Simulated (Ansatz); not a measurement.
Mg: a run of Ansatz with trial settings.

```yaml
crystal:
  lattice:
    - [0.0, 2.244256, 2.244256]
    - [2.244256, 0.0, 2.244256]
    - [2.244256, 2.244256, 0.0]
  atoms:
    - { symbol: Mg, position: [0.0, 0.0, 0.0] }
basis:
  ecutwfc: 420
kpoints:
  mp_grid: { grid: [10, 10, 10] }
  band_path: { path: [[0, 0, 0], [0.5, 0, 0], [0.5, 0.5, 0.5]], npoints: 4 }
hamiltonian:
  xc: pbesol
scf:
  occupations: { method: tetrahedron }
output:
  forces: true
  stress: true
  eigenvalues: true
  efg: {}
```

Command:

```bash
ansatz run input.yaml --threads 1 --pin off --max-ram 1331MiB --backend cpu --events-out ev --progress --plain --runs-dir out
```

Output, shortened (HF is the Harris–Foulkes energy, dr2 the density residual in eV):

```text
Warning: output.forces, output.stress, relax.cell or npt_langevin: where a Kohn–Sham band that disperses or a degenerate level is filled in part under the method tetrahedron, the forces or the stress that this run publishes need not agree with its energy (scf.occupations.method in the input reference, under Limitations); prefer a smearing scheme for the forces or the stress
Pseudopotential: Mg, paw, valence charge 10, recommended cutoff 420 eV (normal)
Crystal: 1 atom, lattice volume = 22.607 Å³
Basis set: ecut = 420 eV, 459 PW (Γ), exchange–correlation on 48×48×48 points (8 copies of the dense FFT grid, shifted against one another)
Bands: 9, of which v1, the nominal top of the filled ones, is band 5 counted from 1 (4 counted from 0)
Symmetry: 48 space group operations
Space group: Fm-3m (ITA 225), of the structure as read, at distance tolerance 2.8e-5 Å
k-points: 47 of 1000
PAW frozen core: Mg, regenerated for the run's functional, and the local potential with it (the file was generated under x = pbe(κ = 0.804, μ = 0.2195), c = pbe(β = 0.0667))
Initial density: superposition of atomic densities, corrected by the library's trained network
SCF iter   1: HF=-1912.038520 eV  Δρ=2.03e-3  dr2=4.42e-4
SCF iter   2: HF=-1912.038139 eV  Δρ=5.57e-4  dr2=4.18e-5
SCF iter   3: HF=-1912.038135 eV  Δρ=9.45e-5  dr2=8.97e-7
SCF iter   4: F=-1912.038138 eV  HF=-1912.038138 eV  Δρ=1.75e-5  dr2=4.83e-8
SCF 1 converged in 4 iterations: F = -1912.038138 eV  dr2 = 4.83e-8
SCF converged after 4 iterations
Stability not checked: this state was not tested for a lower state beside it, because cold or Methfessel-Paxton smearing, or corrected tetrahedra, fill the levels in a way that the test cannot read (fill_not_monotonic; see scf.lower_state_search)
Free energy (F): -1912.038138 eV
E sigma→0 (E₀):  -1912.038138 eV
Fermi energy:    5.693645 eV
--- Forces (eV/Å), atoms counted from 1 ---
  atom   1  Mg     0.00000000    -0.00000000     0.00000000
--- Stress (GPa, compression-positive) ---
       -0.157501      -0.000000       0.000000
       -0.000000      -0.157501       0.000000
        0.000000       0.000000      -0.157501
  P = ⅓ Tr σ = -0.1575 GPa (-1.575 kbar)
--- PAW observables at the nuclei: V_zz in 10²¹ V/m², potentials from the cell's mean, atoms counted from 1 ---
  atom   1  Mg V_zz =    -0.000000   η = 0.0000   by run symmetry: forbidden
            electrostatic potential = -1098.474401 V   contact ρ = none
```

These settings were drawn at random to show what each does; none of the numbers is a converged property of the crystal.